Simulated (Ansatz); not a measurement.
# Co: energy and pressure over a range of volumes

An exercise on one series of results from a longer session: the logs are not shown, and one member is left open.

The COD cell was measured well above room temperature, so it is larger than a cold one.

Program: Ansatz 0.2.0. Level of theory: DFT PBE, scalar-relativistic. These are calculated values, not measurements.

## Starting point

Symmetry: Fm-3m, No. 225, cubic system. The conventional cell has a = 3.591 Å, b = 3.591 Å, c = 3.591 Å, α = 90.00°, β = 90.00°, γ = 90.00°. Around Co (site symmetry m-3m) lie 12 Co at 2.54 Å.

Structure file:

```cif
data_structure
_symmetry_space_group_name_H-M 'Fm-3m'
_symmetry_Int_Tables_number 225
_cell_length_a 3.5914
_cell_length_b 3.5914
_cell_length_c 3.5914
_cell_angle_alpha 90.000
_cell_angle_beta 90.000
_cell_angle_gamma 90.000
_cell_volume 46.32
loop_
_atom_site_label
_atom_site_type_symbol
_atom_site_symmetry_multiplicity
_atom_site_Wyckoff_symbol
_atom_site_fract_x
_atom_site_fract_y
_atom_site_fract_z
_atom_site_occupancy
Co1 Co 4 a 0.00000 0.00000 0.00000 1
```

The file gives the conventional cell by its symmetry; the runs use the cell typed in the input.

The geometry is a database entry used as it stands. It may stem from high pressure or temperature, or be incomplete, so it serves as a test cell.

Set-up of the first run:

input.yaml

```yaml
crystal:
  lattice:
    - [0.0, 1.7593546072, 1.7593546072]
    - [1.7593546072, 0.0, 1.7593546072]
    - [1.7593546072, 1.7593546072, 0.0]
  atoms:
    - { symbol: Co, position: [0.0, 0.0, 0.0], spin: 2.0 }
magnetization:
  spin_polarized: true
kpoints:
  mp_grid: { grid: [16, 16, 16] }
scf:
  occupations: { method: fermi_dirac, width: 0.08 }
hamiltonian:
  xc: pbe
  pseudopotentials: { kind: all_electron, lapw: { basis_error: 0.001 } }
output:
  forces: true
  stress: true
  eigenvalues: true
```

Among the steps run: Volume × 0.9405, LAPW; Volume × 0.9405, PAW; Volume × 0.9405, crystal datasets; Volume × 0.98, LAPW; Volume × 0.98, PAW; Volume × 1.02, LAPW; Volume × 1.02, PAW; Volume × 1.06, LAPW; Volume × 1.06, PAW; Volume × 1.06, crystal datasets.

One table of the session follows, with a row left open; its other results are not shown here.

It belongs to the step «Fits». 

```
          method  volume (Å³/atom)  pressure (GPa)  moment Co (μB)
            LAPW            10.892            0.18            1.68
            LAPW            11.349           -7.34            1.74
            LAPW            11.581          -10.54            1.76
            LAPW            11.812          -13.41            1.78
            LAPW            12.275          -18.33            1.81
             PAW            10.892            0.24            1.70
             PAW            11.349           -7.31            1.75
             PAW            11.581          -10.51            1.78
             PAW            11.812          -13.39            1.80
             PAW            12.275          -18.32            1.83
crystal datasets            10.892            0.19            1.70
crystal datasets            11.581          -10.54            1.78
crystal datasets            12.275               ?               ?
```

**Question.** Estimate the row for crystal datasets, 12.275.

The run gave: pressure (GPa): -18.33; moment Co (μB): 1.83.

Caveats from the session: Other magnetic orders may lie lower; this is the state that the run reached. Warnings in the runs' records: crystal datasets made, printed levels off, band levels unverified.
